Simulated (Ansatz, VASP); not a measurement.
**Two plane-wave programs on Bi**

```
CELL_PARAMETERS angstrom
-1.98143 1.98143 1.98143
1.98143 -1.98143 1.98143
1.98143 1.98143 -1.98143
ATOMIC_POSITIONS crystal
Bi 0.00000 0.00000 0.00000
```

This isn't the form of Bi at room conditions, which is rhombohedral.

Alike in both runs: task relaxation of cell and atoms; functional PBE; k mesh 9 × 9 × 9; occupations fermi-dirac, width 0.05 eV; no spin polarisation.

|  | VASP | Ansatz |
| --- | --- | --- |
| version | VASP 6.6.1 | Ansatz 0.2.0 |
| potentials or method | VASP PAW PBE potentials, release 64 (Bi_d) | Ansatz PAW |
| plane-wave cutoff (eV) | 600 | 420 |
| valence electrons in the cell | 15 | 15 |

```csv
,VASP,Ansatz,Ansatz less VASP
relaxed volume (Å³/atom),31.60,31.62,+0.016
relaxed cell length with the largest relative difference (Å),3.450,3.450,+0.0006
energy change over the relaxation (meV/atom),-1,-1,0.0
```

Caveats: the plane-wave basis is chosen anew once the cell has moved, so the energies of steps on either side of that aren't comparable (Ansatz).
